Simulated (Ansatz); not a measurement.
Phases of SiC at 21 GPa

Structure types of SiC are relaxed in primitive cells with their symmetry kept at 21 GPa, on PAW files; LAPW relaxes the small cells further and takes the PAW cell for the others (marked *). The enthalpy is E + pV at zero temperature, without zero-point motion. Only the types listed were tried, and differences under about 5 meV/atom are mesh noise. The real phase may be another.

Level of theory: DFT with PBE, scalar-relativistic, in Ansatz 0.2.0; Fermi–Dirac smearing of 0.1 eV, no spin polarisation. LAPW: all electrons, basis error target 0.5 meV/atom; PAW: frozen-core files, cutoff 420 eV.

k meshes: rocksalt 16×16×16, CsCl 14×14×14, zincblende 16×16×16, wurtzite 12×12×7, NiAs 12×12×7.

**Question.** Which type is lowest in enthalpy, and by how much?

**Answer.** zincblende, 3 meV/atom below wurtzite, which is within the noise of the k meshes. The whole table:

| start type | ends as | a, b, c (Å) | V (Å³/atom) | H − H(lowest), LAPW (meV/atom) | same, PAW |
| --- | --- | --- | --- | --- | --- |
| rocksalt | rocksalt, Fm-3m | 3.961, 3.961, 3.961 | 7.77 | 474.0 | 472.3 |
| CsCl | CsCl, Pm-3m | 2.556, 2.556, 2.556 | 8.35 | 1897.8 | 1898.6 |
| zincblende | zincblende, F-43m | 4.259, 4.259, 4.259 | 9.66 | 0.0 | 0.0 |
| wurtzite* | wurtzite, P6_3mc | 3.008, 3.008, 4.932 | 9.66 | 3.3 | 3.2 |
| NiAs* | NiAs, P6_3/mmc | 2.798, 2.798, 4.654 | 7.89 | 535.7 | 534.3 |
